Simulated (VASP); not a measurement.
Sc, 5 atoms in the cell. The cell holds a slab with vacuum, 5 atoms: a = 3.211 Å, b = 3.211 Å, c = 24.082 Å, α = 90.00°, β = 90.00°, γ = 90.00°. The slab is cut from a database's or a generator's crystal, which needn't be the stable form of the element. The cell isn't the ideal one: the (1 0 0) slab of Sc, cut from the database cell, not relaxed.

* Program: VASP 6.6.1
* Task: relaxation of the atoms
* Functional: PBE
* Potentials or basis: VASP PAW PBE potentials, release 64 (Sc_sv)
* Cutoff: 520 eV
* k mesh: 8 × 8 × 1
* Occupations: gaussian, width 0.05 eV
* Spin: no spin polarisation
* Dipole correction: yes
* Atoms held fixed (from 0): [0, 1]
* Further INCAR settings: ALGO = Fast; EDIFF = 1e-06; IBRION = 2; EDIFFG = -0.01; NSW = 60

Potentials or basis: VASP PAW PBE potentials, release 64 (Sc_sv).

Launch:

```bash
$ cat potpaw_PBE.64/Sc_sv/POTCAR > POTCAR
$ mpirun -np 1 vasp_std > vasp.out
```

Hardware: 1 thread of Intel(R) Xeon(R) 6975P-C (Granite Rapids) (shared host).

**Question.** Estimate the wall time of this run.

**Answer.** It took 11 min on 1 thread of Intel(R) Xeon(R) 6975P-C (Granite Rapids) (shared host), peak memory 0.39 GiB. Counts: scf iterations 193, k points 15, ion steps 13.
